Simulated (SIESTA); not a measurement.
A run of SIESTA 5.4.2 is set up as follows.

ZnSe.fdf

```
SystemName                      Stilleite
SystemLabel                     ZnSe
NumberOfSpecies                 2
NumberOfAtoms                   2
%block ChemicalSpeciesLabel
  1  34 Se
  2  30 Zn
%endblock ChemicalSpeciesLabel

UseStructFile                   true

%block kgrid.MonkhorstPack
    8   0   0  0.0
    0   8   0  0.0
    0   0   8  0.0
%endblock kgrid.MonkhorstPack
%block XC.Mix
  2
  GGA LIBXC-00-GGA_X_B86_MGC 1.0 0.0
  GGA LIBXC-00-GGA_C_PBE 0.0 1.0
%endblock XC.Mix
PAO.BasisSize                   SZP
PAO.EnergyShift                 0.01 Ry
Mesh.Cutoff                     800 Ry
OccupationFunction              FD
ElectronicTemperature           0.05 eV
MaxSCFIterations                120
SCF.MustConverge                false
SCF.Mixer.Method                Pulay
SCF.Mixer.Weight                0.25
SCF.Mixer.History               8
SCF.DM.Tolerance                5.0e-05
SCF.H.Tolerance                 1.0e-03 eV
WriteForces                     true
Charge.Mulliken                 end
Charge.Hirshfeld                end
Charge.Voronoi                  end
SaveRho                         true
SaveElectrostaticPotential      true
MD.TypeOfRun                    CG
MD.Steps                        40
MD.MaxForceTol                  0.04 eV/Ang
MD.MaxDispl                     0.1 Ang
WriteCoorStep                   true
AtomCoorFormatOut               Fractional
MD.VariableCell                 true
MD.MaxStressTol                 0.1 GPa
```

ZnSe.STRUCT_IN

```
   0.0000000000     2.8338000000     2.8338000000
   2.8338000000     0.0000000000     2.8338000000
   2.8338000000     2.8338000000     0.0000000000
2
1  34    0.7500000000     0.7500000000     0.7500000000
2  30    0.0000000000     0.0000000000     0.0000000000
```

Potentials or basis: PseudoDojo 0.4 standard (PBE files), SZP (energy shift 0.01 Ry).

The run is started by

```sh
$ siesta < ZnSe.fdf > ZnSe.out 2>&1
```

(1) What does it give for the Voronoi charges?

(2) Predict the Hirshfeld charges.

(3) Predict the band gap on the k mesh.

Results:

(1) Se -0.59; Zn +0.59 e.

(2) Se -0.63; Zn +0.63 e.

(3) 3.23 eV, indirect (least direct gap 4.07 eV).

Caveat: the relaxation stopped at its first step, so nothing moved; short orbitals over semicore shells can move pressures by several GPa; the valence orbitals were made in a potential fitted to the semicore shell under them, which widens gaps by tenths of an eV or more; the potentials were made for another functional, which shifts forces and pressure; the basis of atomic orbitals isn't converged, which shifts pressures, moduli and gaps.
